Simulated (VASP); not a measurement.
CdO: relaxation of cell and atoms with PBEsol

CdO:

```
CELL_PARAMETERS angstrom
0.00000 2.36099 2.36099
2.36099 0.00000 2.36099
2.36099 2.36099 0.00000
ATOMIC_POSITIONS crystal
Cd 0.00000 0.00000 0.00000
O 0.50000 0.50000 0.50000
```

The cell is a database's computed one.

```yaml
Program: VASP 6.6.1
Task: relaxation of cell and atoms
Functional: PBEsol
Potentials_or_basis: VASP PAW PBE potentials, release 64 (Cd, O)
Cutoff: 600 eV
k_mesh: 6 × 6 × 6
Occupations: gaussian, width 0.1 eV
Spin: no spin polarisation
Further_INCAR_settings: ALGO = Normal; EDIFF = 1e-07; IBRION = 2; EDIFFG = -0.005; NSW = 90; ISIF = 3
```

```json
{"Relaxed volume": "13.02 Å³/atom", "Relaxed cell": "a = 3.327 Å, b = 3.327 Å, c = 3.327 Å, α = 60.00°, β = 60.00°, γ = 60.00°", "Space group after relaxing (to 0.05 Å)": "Fm-3m (No. 225)", "Energy gained by relaxing": "0.7 meV/atom", "Ionic steps": "3", "Pressure after relaxing": "0.0 GPa", "Band gap on the k mesh": "none (metal or under the smearing width)"}
```

Step by step:
```
step  energy change (eV)  largest force (eV/Å)  pressure (GPa)  volume (Å³)
   1              0.0000                0.0000           -1.53        26.32
   2             -0.0006                0.0000            1.13        25.85
   3             -0.0013                0.0000           -0.01        26.04
```

Final structure:
```
Cd O
1.0
     0.00000    2.35267    2.35267
     2.35267    0.00000    2.35267
     2.35267    2.35267    0.00000
Cd O
1 1
Direct
  0.00000 0.00000 0.00000
  0.50000 0.50000 0.50000
```

Levels at points of the mesh, in eV from the Fermi level:
| k point | band 6 | band 7 | band 8 | band 9 | band 10 | band 11 | band 12 | band 13 |
| --- | --- | --- | --- | --- | --- | --- | --- | --- |
| (0.00, 0.00, 0.00) | -6.44 | -1.44 | -1.44 | -1.44 | -0.63 | 14.68 | 16.77 | 16.77 |
| (0.50, 0.00, 0.00) | -6.18 | -3.91 | -0.09 | -0.09 | 4.20 | 7.13 | 11.70 | 11.70 |
| (0.50, 0.50, 0.00) | -5.73 | -4.48 | -2.42 | -2.42 | 3.67 | 8.33 | 10.96 | 13.11 |

Run time: 13 s on 1 thread of Intel(R) Xeon(R) Platinum 8488C (Sapphire Rapids), on a shared host, peak memory 0.16 GiB.

Caveat: the k mesh is coarse (spacing up to 0.38 Å⁻¹), so the values aren't converged; the PAW data sets were made with another functional, which shifts forces and pressure a little; this crystal is a semiconductor, whose small gap the functional closes, so the metal is an error of the method.
